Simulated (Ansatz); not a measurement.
Al₃Cu: iterations to self-consistency

Method: Ansatz 0.2.0, DFT PBEsol, scalar-relativistic, plane waves, PAW.

```
Al Cu
1.0
     2.77841    0.00000    0.00000
     0.00000    2.77841    0.00000
     0.00000    0.00000    7.51340
Al Cu
3 1
Cartesian
  0.0000 0.0000 3.7567
  1.3892 1.3892 1.6989
  1.3892 1.3892 5.8145
  0.0000 0.0000 0.0000
```

```json
{
  "plane-wave cutoff": "420 eV",
  "Γ-centred k-mesh": "16×16×6",
  "occupation rule": "Gaussian smearing, 0.1 eV",
  "spin treatment": "unpolarised"
}
```

Each run starts from superposed atomic densities and uses Broyden mixing with its automatic preconditioner, at most 120 iterations and the default threshold on the density residual; only the length of the Broyden history differs.

Order these values of the length of the Broyden history from fewest iterations to most.
A. 16
B. 1
C. 8
D. 5

C (11 iterations), D (12 iterations), A (13 iterations), B (24 iterations).

```
length of the Broyden history iterations converged density residual (eV) at iterations 1, 3, 5
                            1          24        yes                                 48 0.15 0.14
                            5          12        yes                               48 0.15 0.0021
                            8          11        yes                               48 0.15 0.0021
                           16          13        yes                                  48 2.5 0.11
```

Cost: 4 runs of about 1.3 core-minutes in all, on Intel Xeon Platinum 8175M (Skylake/Cascade Lake) (shared hosts).